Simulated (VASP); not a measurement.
**Ta: single point with PBEsol**

Ta:

```xyz
8
Lattice="5.3122 0.0000 0.0000 0.0000 5.3122 0.0000 0.0000 0.0000 5.3122" Properties=species:S:1:pos:R:3 pbc="T T T"
Ta    2.6561    2.6561    2.6561
Ta    0.0000    0.0000    0.0000
Ta    1.3280    0.0000    2.6561
Ta    2.6561    1.3280    0.0000
Ta    2.6561    3.9841    0.0000
Ta    3.9841    0.0000    2.6561
Ta    0.0000    2.6561    3.9841
Ta    0.0000    2.6561    1.3280
```

The cell was built by a generator and needn't be a form met in nature.

```yaml
Program: VASP 6.6.1
Task: single point
Functional: PBEsol
Potentials_or_basis: VASP PAW PBE potentials, release 64 (Ta_pv)
Cutoff: 520 eV
k_mesh: 4 × 4 × 4
Occupations: gaussian, width 0.1 eV
Spin: no spin polarisation
```

```json
{"Pressure": "-5.8 GPa", "Band gap on the k mesh": "none (metal or under the smearing width)"}
```

Levels at points of the mesh, in eV from the Fermi level:
| k point | band 40 | band 41 | band 42 | band 43 | band 44 | band 45 | band 46 | band 47 | band 48 | band 49 |
| --- | --- | --- | --- | --- | --- | --- | --- | --- | --- | --- |
| (0.00, 0.00, 0.00) | -1.06 | -1.06 | -1.05 | -0.73 | -0.73 | 0.13 | 0.13 | 0.87 | 0.87 | 0.87 |
| (0.50, 0.00, 0.00) | -0.91 | -0.46 | -0.46 | -0.04 | -0.04 | 0.35 | 0.35 | 0.48 | 0.48 | 2.01 |
| (0.50, 0.50, 0.00) | -0.84 | -0.67 | -0.43 | -0.43 | -0.17 | 0.22 | 0.65 | 0.65 | 1.69 | 1.69 |
| (0.50, 0.50, 0.50) | -0.84 | -0.84 | -0.84 | -0.09 | -0.09 | -0.09 | -0.09 | -0.09 | -0.09 | 2.77 |

It took 64 s on 1 thread of AMD EPYC 9R45 (Zen 5), with other jobs on the host, peak memory 0.22 GiB.

Caveat: the PAW data sets were made with another functional, which shifts forces and pressure a little. The run has no spin-orbit coupling, so splittings on Ta are missing.
